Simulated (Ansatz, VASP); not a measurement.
# Two plane-wave programs on CaO

Contents of INCAR:

```
SYSTEM = CaO
  PREC = Accurate
  ENCUT = 600
  EDIFF = 1E-6
  ISMEAR = 0
  SIGMA = 0.02
  LREAL = .FALSE.
  LASPH = .TRUE.
  NELM = 80
  ALGO = Normal
  ISIF = 3
  LWAVE = .FALSE.
  LCHARG = .FALSE.
  GGA = PE
  IBRION = 2
  NSW = 100
  EDIFFG = -0.01
```

Contents of KPOINTS:

```
Automatic mesh
0
G
  8 8 8
  0 0 0
```

File POSCAR:

```
CaO
1.0
    0.0000000000      2.4142046007      2.4142046007
    2.4142046007      0.0000000000      2.4142046007
    2.4142046007      2.4142046007      0.0000000000
Ca O
1 1
Direct
    0.0000000000      0.0000000000      0.0000000000
    0.5000000000      0.5000000000      0.5000000000
```

Input for Ansatz:

```yaml
crystal:
  lattice:
    - [0.0, 2.4142046007, 2.4142046007]
    - [2.4142046007, 0.0, 2.4142046007]
    - [2.4142046007, 2.4142046007, 0.0]
  atoms:
    - { symbol: Ca, position: [0.0, 0.0, 0.0] }
    - { symbol: O, position: [0.5, 0.5, 0.5] }
basis:
  ecutwfc: 420
kpoints:
  mp_grid: { grid: [8, 8, 8] }
hamiltonian:
  xc: pbe
scf:
  occupations: { method: gaussian, width: 0.02 }
output:
  forces: true
  stress: true
  eigenvalues: true
  write_density: true
  write_potential: true
  elf: true
  volumetric_format: npy
relax:
  adjacent_minimum: "off"
  f_tol: 0.01
  max_steps: 80
  cell: { stress_tol: 0.05 }
```

Alike in both runs: task relaxation of cell and atoms; functional PBE; k mesh 8 × 8 × 8; occupations gaussian, width 0.02 eV; no spin polarisation.

```csv
,VASP,Ansatz
version,VASP 6.6.1,Ansatz 0.2.0
potentials or method,"VASP PAW PBE potentials, release 64 (Ca_sv, O)","scalar-relativistic, plane waves, PAW"
plane-wave cutoff (eV),600,420
valence electrons in the cell,16,16
```

Ansatz gave:

| Quantity | Value |
| --- | --- |
| gap on the k mesh at the Fermi level, each at its own relaxed structure (eV) | 3.66 |
| relaxed volume (Å³/atom) | 14.10 |
| relaxed cell length with the largest relative difference (Å) | 3.416 |

Estimate VASP's values.

gap on the k mesh at the Fermi level, each at its own relaxed structure (eV): 3.64; relaxed volume (Å³/atom): 14.15; relaxed cell length with the largest relative difference (Å): 3.421.

A k mesh can miss the band edges.
